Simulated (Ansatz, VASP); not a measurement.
## In in VASP and in Ansatz

INCAR

```
SYSTEM = In
PREC     = Accurate       ! precision mode
ENCUT    = 600            ! plane-wave cutoff, eV
EDIFF    = 1E-7           ! SCF threshold, eV
ISMEAR   = -1             ! smearing method
SIGMA    = 0.05           ! smearing width, eV
LREAL    = .False.        ! projectors in reciprocal space
LASPH    = .True.         ! aspherical terms in the spheres
NELM     = 80             ! most SCF steps
ALGO     = Normal         ! electronic algorithm
ISIF     = 3              ! what is computed and relaxed
LWAVE    = .False.        ! write WAVECAR
LCHARG   = .False.        ! write CHGCAR
GGA      = PE             ! functional
IBRION   = 2              ! ionic algorithm
NSW      = 40             ! ionic steps
EDIFFG   = -0.02          ! ionic threshold
```

File KPOINTS:

```
Automatic mesh
0
Gamma
  10 10 10
  0 0 0
```

File POSCAR:

```
In
1.0
   -1.8825252400      1.8825252400      1.8825252400
    1.8825252400     -1.8825252400      1.8825252400
    1.8825252400      1.8825252400     -1.8825252400
In
1
Direct
    0.0000000000      0.0000000000      0.0000000000
```

Contents of input.yaml:

```yaml
crystal:
  lattice:
    - [-1.88252524, 1.88252524, 1.88252524]
    - [1.88252524, -1.88252524, 1.88252524]
    - [1.88252524, 1.88252524, -1.88252524]
  atoms:
    - { symbol: In, position: [0.0, 0.0, 0.0] }
hamiltonian:
  xc: pbe
  pseudopotentials: { kind: paw }
kpoints:
  mp_grid: { grid: [10, 10, 10] }
scf:
  occupations: { method: fermi_dirac, width: 0.05 }
output:
  forces: true
  stress: true
  eigenvalues: true
  write_density: true
  write_potential: true
  elf: true
  volumetric_format: npy
relax:
  f_tol: 0.01
  max_steps: 40
  cell: { stress_tol: 0.05 }
```

This isn't the form of In at room conditions, which is tetragonal.

Alike in both runs: task relaxation of cell and atoms; functional PBE; k mesh 10 × 10 × 10; occupations fermi-dirac, width 0.05 eV; no spin polarisation.

|  | VASP | Ansatz |
| --- | --- | --- |
| version | VASP 6.6.1 | Ansatz 0.2.0 |
| potentials or method | VASP PAW PBE potentials, release 64 (In_d) | Ansatz PAW |
| plane-wave cutoff (eV) | 600 | 420 |
| valence electrons in the cell | 13 | 13 |

Ansatz gave:

```
gap on the k mesh at the Fermi level, each at its own relaxed structure (eV) : none
relaxed volume (Å³/atom)                                                     : 27.79
relaxed cell length with the largest relative difference (Å)                 : 3.305
energy change over the relaxation (meV/atom)                                 : -5
```

**Question.** What did VASP give for the same quantities?

**Answer.** gap on the k mesh at the Fermi level, each at its own relaxed structure (eV): none; relaxed volume (Å³/atom): 27.81; relaxed cell length with the largest relative difference (Å): 3.306; energy change over the relaxation (meV/atom): -5.

A gap of «none» marks a metal or a gap that the smearing closes.

Caveats: the plane-wave basis is chosen anew once the cell has moved, so the energies of steps on either side of that aren't comparable (Ansatz).
